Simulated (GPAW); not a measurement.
Crystal: Bi.

```
Bi
1.0
    -1.98143    1.98143    1.98143
     1.98143   -1.98143    1.98143
     1.98143    1.98143   -1.98143
Bi
1
Direct
  0.00000 0.00000 0.00000
```

This isn't the form of Bi at room conditions, which is rhombohedral.

```yaml
Program: GPAW 26.7.0
Task: relaxation of cell and atoms
Functional: PBEsol
Potentials_or_basis: PAW data sets generated in the run's folder for this functional
Cutoff: 600 eV
Basis: pw
k_mesh: 9 × 9 × 9
Occupations: fermi-dirac, width 0.05 eV
Spin: no spin polarisation
```

At the start: pressure -2.1 GPa; volume 31.12 Å³/atom.

Q: Where does the relaxation end?

A: Over 3 steps the energy falls by 7.2 meV/atom and the volume is 29.95 Å³/atom (-3.8 %); space group Im-3m (No. 229, to 0.05 Å).

Step by step:
| step | energy change (eV) | largest force (eV/Å) | pressure (GPa) | volume (Å³) |
| --- | --- | --- | --- | --- |
| 1 | 0.0000 | 0.0000 | -2.08 | 31.12 |
| 2 | -0.0053 | 0.0000 | -1.16 | 30.58 |
| 3 | -0.0072 | 0.0000 | 0.04 | 29.95 |

Final structure:
```xyz
1
Lattice="-1.9563 1.9563 1.9563 1.9563 -1.9563 1.9563 1.9563 1.9563 -1.9563" Properties=species:S:1:pos:R:3 pbc="T T T"
Bi    0.0000    0.0000    0.0000
```

Caveat: later steps reuse the first step's grids.
